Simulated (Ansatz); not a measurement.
# Si31Ge: the cost of one run

Computed with Ansatz 0.2.0 (DFT PBE, scalar-relativistic, plane waves, PAW, unless a step's input says otherwise).

### Step 1. Starting point

It takes space group I-43m (No. 217, cubic). Conventional cell: a = 10.860 Å, b = 10.860 Å, c = 10.860 Å, α = 90.00°, β = 90.00°, γ = 90.00°. Ge (site symmetry -43m) is surrounded by 4 Si at 2.35 Å. Around Si (site symmetry 3m) lie 1 Ge at 2.35 Å and 3 Si at 2.35 Å. Around Si (site symmetry m) lie 4 Si at 2.35 Å. Around Si (site symmetry -42m) lie 4 Si at 2.35 Å.

Structure file:

```
Ge Si
1.0
    -5.43000    5.43000    5.43000
     5.43000   -5.43000    5.43000
     5.43000    5.43000   -5.43000
Ge Si
1 31
Direct
  0.00000 0.00000 0.00000
  0.00000 0.00000 0.75000
  0.00000 0.25000 0.50000
  0.00000 0.25000 0.75000
  0.00000 0.50000 0.25000
  0.00000 0.50000 0.50000
  0.00000 0.75000 0.00000
  0.00000 0.75000 0.25000
  0.25000 0.00000 0.50000
  0.25000 0.00000 0.75000
  0.25000 0.25000 0.25000
  0.25000 0.25000 0.50000
  0.25000 0.50000 0.00000
  0.25000 0.50000 0.25000
  0.25000 0.75000 0.00000
  0.25000 0.75000 0.75000
  0.50000 0.00000 0.25000
  0.50000 0.00000 0.50000
  0.50000 0.25000 0.00000
  0.50000 0.25000 0.25000
  0.50000 0.50000 0.00000
  0.50000 0.50000 0.75000
  0.50000 0.75000 0.50000
  0.50000 0.75000 0.75000
  0.75000 0.00000 0.00000
  0.75000 0.00000 0.25000
  0.75000 0.25000 0.00000
  0.75000 0.25000 0.75000
  0.75000 0.50000 0.50000
  0.75000 0.50000 0.75000
  0.75000 0.75000 0.25000
  0.75000 0.75000 0.50000
```

### Step 2. Relaxing cell and atoms: Si31Ge defect cell, no spin

The input, input.yaml:

```yaml
crystal:
  lattice:
    - [-5.43, 5.43, 5.43]
    - [5.43, -5.43, 5.43]
    - [5.43, 5.43, -5.43]
  atoms:
    - { symbol: Ge, position: [0.0, 0.0, 0.0] }
    - { symbol: Si, position: [0.0, 0.0, 0.75] }
    - { symbol: Si, position: [0.0, 0.25, 0.5] }
    - { symbol: Si, position: [0.0, 0.25, 0.75] }
    - { symbol: Si, position: [0.0, 0.5, 0.25] }
    - { symbol: Si, position: [0.0, 0.5, 0.5] }
    - { symbol: Si, position: [0.0, 0.75, 0.0] }
    - { symbol: Si, position: [0.0, 0.75, 0.25] }
    - { symbol: Si, position: [0.25, 0.0, 0.5] }
    - { symbol: Si, position: [0.25, 0.0, 0.75] }
    - { symbol: Si, position: [0.25, 0.25, 0.25] }
    - { symbol: Si, position: [0.25, 0.25, 0.5] }
    - { symbol: Si, position: [0.25, 0.5, 0.0] }
    - { symbol: Si, position: [0.25, 0.5, 0.25] }
    - { symbol: Si, position: [0.25, 0.75, 0.0] }
    - { symbol: Si, position: [0.25, 0.75, 0.75] }
    - { symbol: Si, position: [0.5, 0.0, 0.25] }
    - { symbol: Si, position: [0.5, 0.0, 0.5] }
    - { symbol: Si, position: [0.5, 0.25, 0.0] }
    - { symbol: Si, position: [0.5, 0.25, 0.25] }
    - { symbol: Si, position: [0.5, 0.5, 0.0] }
    - { symbol: Si, position: [0.5, 0.5, 0.75] }
    - { symbol: Si, position: [0.5, 0.75, 0.5] }
    - { symbol: Si, position: [0.5, 0.75, 0.75] }
    - { symbol: Si, position: [0.75, 0.0, 0.0] }
    - { symbol: Si, position: [0.75, 0.0, 0.25] }
    - { symbol: Si, position: [0.75, 0.25, 0.0] }
    - { symbol: Si, position: [0.75, 0.25, 0.75] }
    - { symbol: Si, position: [0.75, 0.5, 0.5] }
    - { symbol: Si, position: [0.75, 0.5, 0.75] }
    - { symbol: Si, position: [0.75, 0.75, 0.25] }
    - { symbol: Si, position: [0.75, 0.75, 0.5] }
scf:
  occupations: { method: gaussian, width: 0.01 }
output:
  forces: true
  stress: false
hamiltonian:
  xc: pbe
kpoints:
  mp_grid: { grid: [3, 3, 3], shift: [0.5, 0.5, 0.5] }
relax:
  f_tol: 0.002
  cell: { stress_tol: 0.03 }
```

Started as:

```console
ansatz run input.yaml --threads 8 --pin off --max-ram 12288MiB --backend cpu --events-out ev --progress --plain --runs-dir out
```

**Question.** How long does this run take on 8 threads of Intel Xeon Platinum 8259CL at 2.50GHz (Skylake/Cascade Lake), shared host, and how much memory does it need?

About 21 s, with a peak of 1.5 GiB.
